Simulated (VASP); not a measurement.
Input:

```xyz
2
Lattice="0.0000 3.0700 3.0700 3.0700 0.0000 3.0700 3.0700 3.0700 0.0000" Properties=species:S:1:pos:R:3 pbc="T T T"
Al     0.0000     0.0000     0.0000
Sb     1.5350     1.5350     1.5350
```

Computed with PBEsol GGA, VASP's PBE PAW potentials (set 64) (plane waves; VASP). Settings: 400 eV cut-off, 7×7×7 Γ-centred mesh, Gaussian smearing of 0.050 eV, potentials Al Sb.

Question: The ions, cell shape and volume are relaxed. Which structure does the run end with?

Answer: 
```xyz
2
Lattice="0.0000 3.0842 3.0842 3.0842 0.0000 3.0842 3.0842 3.0842 0.0000" Properties=species:S:1:pos:R:3 pbc="T T T"
Al     0.0000     0.0000     0.0000
Sb     1.5421     1.5421     1.5421
```
Space group F-43m (216), at a tolerance of 0.03 Å.

Question: How do energy and volume change from the first to the last step?

Answer: The energy (σ→0) changes by -1.0 meV/atom and the volume by +1.4 %, in 3 ionic steps.

The compound is AlSb in the zinc blende structure. This run relaxes it. Symmetry was kept, so distortions that lower it aren't found.
